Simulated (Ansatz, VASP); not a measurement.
Ni in VASP and in Ansatz

INCAR

```
ALGO     = Normal         # electronic algorithm
EDIFF    = 1E-6           # SCF threshold, eV
ENCUT    = 520            # plane-wave cutoff, eV
GGA      = PE             # functional
ISIF     = 2              # what is computed and relaxed
ISMEAR   = 0              # smearing method
LASPH    = T              # aspherical terms in the spheres
LCHARG   = F              # write CHGCAR
LREAL    = F              # projectors in reciprocal space
LWAVE    = F              # write WAVECAR
NBANDS   = 11             # bands
NELM     = 100            # most SCF steps
PREC     = Accurate       # precision mode
SIGMA    = 0.05           # smearing width, eV
```

File KPOINTS:

```
k-points
0
Gamma
  22 22 22
```

Contents of POSCAR:

```
Ni
1.0
    0.0000000000      1.7593096176      1.7593096176
    1.7593096176      0.0000000000      1.7593096176
    1.7593096176      1.7593096176      0.0000000000
Ni
1
Direct
    0.0000000000      0.0000000000      0.0000000000
```

Input for Ansatz:

```yaml
crystal:
  lattice:
    - [0.0, 1.7593096176, 1.7593096176]
    - [1.7593096176, 0.0, 1.7593096176]
    - [1.7593096176, 1.7593096176, 0.0]
  atoms:
    - { symbol: Ni, position: [0.0, 0.0, 0.0] }
basis:
  ecutwfc: 420
  ecutrho_ratio: 4
kpoints:
  mp_grid: { grid: [22, 22, 22] }
hamiltonian:
  xc: pbe
scf:
  occupations: { method: gaussian, width: 0.05 }
output:
  forces: true
  stress: true
  eigenvalues: true
```

Alike in both runs: task single point; functional PBE; k mesh 22 × 22 × 22; occupations gaussian, width 0.05 eV; no spin polarisation.

|  | VASP | Ansatz |
| --- | --- | --- |
| version | VASP 6.6.1 | Ansatz 0.2.0 |
| potentials or method | VASP PAW PBE potentials, release 64 (Ni) | scalar-relativistic, plane waves, PAW |
| plane-wave cutoff (eV) | 520 | 420 |
| valence electrons in the cell | 10 | 18 |

```csv
,VASP,Ansatz,Ansatz less VASP
gap on the k mesh at the Fermi level (eV),none,none,-
pressure (GPa),-1.3,-1.3,-0.05
```

A gap of «none» marks a metal or a gap that the smearing closes. The functional is the same, so the differences come from potentials, cutoffs and numerics. The two sets of potentials don't hold the same shells in valence.

Caveats: the run has no spin polarisation, though such a crystal can be magnetic. Spin polarisation is off, so any magnetic state and its effect on volume and gap are missing.
